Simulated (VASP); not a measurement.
# GaSb (F-43m) in VASP: single point with revPBE+D2

Aim: the single point of GaSb with revPBE+D2.

Everything below comes from runs of VASP 6.6.1. Logs are shortened: lines on timing, memory, paths and dates and some standing lists are left out, and cuts for length are marked.

**Measured values to compare with.**

From a printed reference work, data compilation, for a bulk crystal of GaSb at 4.2 K: band gap 0.811 eV (direct).

How close the calculation comes is told below.

### Step 1. The structure

Symmetry: F-43m, No. 216, cubic system. The conventional cell has a = 6.118 Å, b = 6.118 Å, c = 6.118 Å, α = 90.00°, β = 90.00°, γ = 90.00°. Around Sb (site symmetry -43m) lie 4 Ga at 2.65 Å. Ga (site symmetry -43m) is surrounded by 4 Sb at 2.65 Å.

### Step 2. Single point, revPBE+D2

Input file run.py:

```python
from ase import Atoms
from ase.calculators.vasp import Vasp
from ase.dft.bandgap import bandgap

atoms = Atoms(
    ['Sb', 'Ga'],
    cell=[[0.0, 3.059, 3.059], [3.059, 0.0, 3.059], [3.059, 3.059, 0.0]],
    scaled_positions=[[0.75, 0.75, 0.75], [0.0, 0.0, 0.0]],
    pbc=True,
)
calc = Vasp(
    directory='calc',
    xc='revpbe',
    pp='PBE',
    setups='recommended',
    prec='Accurate',
    encut=520,
    ediff=1e-07,
    ismear=-1,
    sigma=0.05,
    lreal=False,
    lasph=True,
    nelm=80,
    algo='Normal',
    isif=2,
    lwave=False,
    lcharg=False,
    ivdw=1,
    kpts=[8, 8, 8],
    gamma=True,
)
atoms.calc = calc

print('energy (eV):', atoms.get_potential_energy())
print('free energy (eV):', atoms.get_potential_energy(force_consistent=True))
print('forces (eV/A):')
print(atoms.get_forces())
print('stress (eV/A^3, Voigt):', atoms.get_stress())
print('Fermi level (eV):', calc.get_fermi_level())
gap, top, bottom = bandgap(calc)
print('band gap (eV):', gap, 'from (spin, k, band)', top, 'to', bottom)
```

Potentials or basis: VASP PAW PBE potentials, release 64 (Sb, Ga_d).

Started as:

```sh
$ python run.py
```

Log:

```text
energy (eV): -7.89243026
free energy (eV): -7.89263271
forces (eV/A):
[[ 0.  0.  0.]
 [-0. -0. -0.]]
stress (eV/A^3, Voigt): [ 0.01252088  0.01252088  0.01252088  0.         -0.          0.        ]
Fermi level (eV): 5.04246417
band gap (eV): 0.10709999999999997 from (spin, k, band) (0, np.int64(0), np.int64(8)) to (0, np.int64(0), np.int64(9))
```

OUTCAR:

```text
ENCUT = 520.000000
   EDIFF = 1.00e-07
   GGA = RE
   PREC = Accurate
   ISIF = 2
   ISMEAR = -1
   NELM = 80
   IVDW = 1
   LASPH = .TRUE.
   LREAL = .FALSE.
  IVDW =   1

 ion  position               nearest neighbor table
   1  0.750  0.750  0.750-   2 2.65   2 2.65   2 2.65   2 2.65
   2  0.000  0.000  0.000-   1 2.65   1 2.65   1 2.65   1 2.65

  LATTYP: Found a face centered cubic cell.
 ALAT       =     6.1180000000

  Lattice vectors:

 A1 = (   0.0000000000,   3.0590000000,   3.0590000000)
 A2 = (   3.0590000000,   0.0000000000,   3.0590000000)
 A3 = (   3.0590000000,   3.0590000000,   0.0000000000)

Analysis of symmetry for initial positions (statically):
=====================================================================
 Subroutine PRICEL returns:
 Original cell was already a primitive cell.

 Routine SETGRP: Setting up the symmetry group for a
 face centered cubic supercell.

 Subroutine GETGRP returns: Found 24 space group operations
 (whereof 24 operations were pure point group operations)
 out of a pool of 48 trial point group operations.

The static configuration has the point symmetry T_d .

Analysis of symmetry for dynamics (positions and initial velocities):
=====================================================================
 Subroutine PRICEL returns:
 Original cell was already a primitive cell.

 Routine SETGRP: Setting up the symmetry group for a
 face centered cubic supercell.

 Subroutine GETGRP returns: Found 24 space group operations
 (whereof 24 operations were pure point group operations)
 out of a pool of 48 trial point group operations.

The dynamic configuration has the point symmetry T_d .

 Subroutine INISYM returns: Found 24 space group operations
 (whereof 24 operations are pure point group operations),
 and found     1 'primitive' translations

[... 139 lines left out ...]

  energy without entropy =       -6.75758755  energy(sigma->0) =       -6.75779000

 E-fermi :   5.0425     XC(G=0):  -8.9662

 val. band max:        4.9501475507   @ k =   0.0000   0.0000   0.0000
 cond. band min:       5.0572253151   @ k =   0.0000   0.0000   0.0000
 fundamental gap:      0.1070777643
 Fermi energy:         5.0424641697

 k-point     1 :       0.0000    0.0000    0.0000
  band No.  band energies     occupation
      1     -10.0879      2.00000
      2     -10.0879      2.00000
      3     -10.0879      2.00000
      4     -10.0384      2.00000
      5     -10.0384      2.00000
      6      -6.5017      2.00000
      7       4.9501      1.72740
      8       4.9501      1.72739
      9       4.9501      1.72739
     10       5.0572      0.85345
     11       7.7371      0.00000
     12       7.7371      0.00000
     13       7.7371      0.00000
[... 354 lines left out ...]
  band No.  band energies     occupation
      1     -10.1203      2.00000
      2     -10.0742      2.00000
      3     -10.0712      2.00000
      4     -10.0414      2.00000
      5     -10.0382      2.00000
      6      -4.5271      2.00000
      7      -1.3676      2.00000
      8       1.8751      2.00000
      9       3.0628      2.00000
     10       7.2910      0.00000
     11       8.4301      0.00000
     12      10.3495      0.00000
     13      11.4173      0.00000

 [... further k-points ...]

------------------------ aborting loop because EDIFF is reached ----------------------------------------

  DFT-D2 method for vdW energy calculation

  Number of pair interactions contributing to vdW energy:   27544

  Edisp (eV):   -1.13464

  FORCE on cell =-STRESS in cart. coord.  units (eV):
  Direction    XX          YY          ZZ          XY          YZ          ZX
  --------------------------------------------------------------------------------------
  -------------------------------------------------------------------------------------
  Total      -0.71681    -0.71681    -0.71681     0.00000     0.00000     0.00000
  in kB     -20.06066   -20.06066   -20.06066     0.00000     0.00000     0.00000
  external pressure =      -20.06 kB  Pullay stress =        0.00 kB

 VOLUME and BASIS-vectors are now :
 -----------------------------------------------------------------------------
  energy-cutoff  :      520.00
  volume of cell :       57.25
      direct lattice vectors                 reciprocal lattice vectors
     0.000000000  3.059000000  3.059000000    -0.163452109  0.163452109  0.163452109
     3.059000000  0.000000000  3.059000000     0.163452109 -0.163452109  0.163452109
     3.059000000  3.059000000  0.000000000     0.163452109  0.163452109 -0.163452109

 POSITION                                       TOTAL-FORCE (eV/Angst)
 -----------------------------------------------------------------------------------
      4.58850      4.58850      4.58850         0.000000      0.000000      0.000000
      0.00000      0.00000      0.00000        -0.000000     -0.000000     -0.000000
 -----------------------------------------------------------------------------------
    total drift:                               -0.000002     -0.000002     -0.000002

  FREE ENERGIE OF THE ION-ELECTRON SYSTEM (eV)
  ---------------------------------------------------
  free  energy   TOTEN  =        -7.8926327128 eV

  energy  without entropy=       -7.8922278114  energy(sigma->0) =       -7.89243026
```

INCAR:

```text
ENCUT = 520.000000
SIGMA = 0.050000
EDIFF = 1.00e-07
ALGO = Normal
GGA = RE
PREC = Accurate
ISIF = 2
ISMEAR = -1
NELM = 80
IVDW = 1
LASPH = .TRUE.
LCHARG = .FALSE.
LWAVE = .FALSE.
LREAL = .FALSE.
```

Wall time 23 s (1 thread of Intel Xeon Platinum 8375C at 2.90GHz (Ice Lake), shared host); peak memory 0.18 GiB.

Results:

* Free energy: -7.8926 eV
* Pressure: -2.0 GPa
* Band gap on the k mesh: 0.11 eV, direct
* Dispersion energy per atom: -0.567 eV

Caveat: the PAW data sets were made with another functional, which shifts forces and pressure a little; spin-orbit coupling is left out, which moves the levels of the heavy elements.

### Step 3. Against experiment

Step 2. A measured gap of GaSb is 0.811 eV (direct; 4.2 K; a printed reference work, data compilation); the calculated 0.11 eV misses it by -0.70 eV. Spin-orbit coupling on Ga, Sb is left out. The value is that of revPBE+D2 on a finite k mesh, which can miss the band edges, without temperature or zero-point motion. Semilocal functionals fall short of measured gaps as a rule.
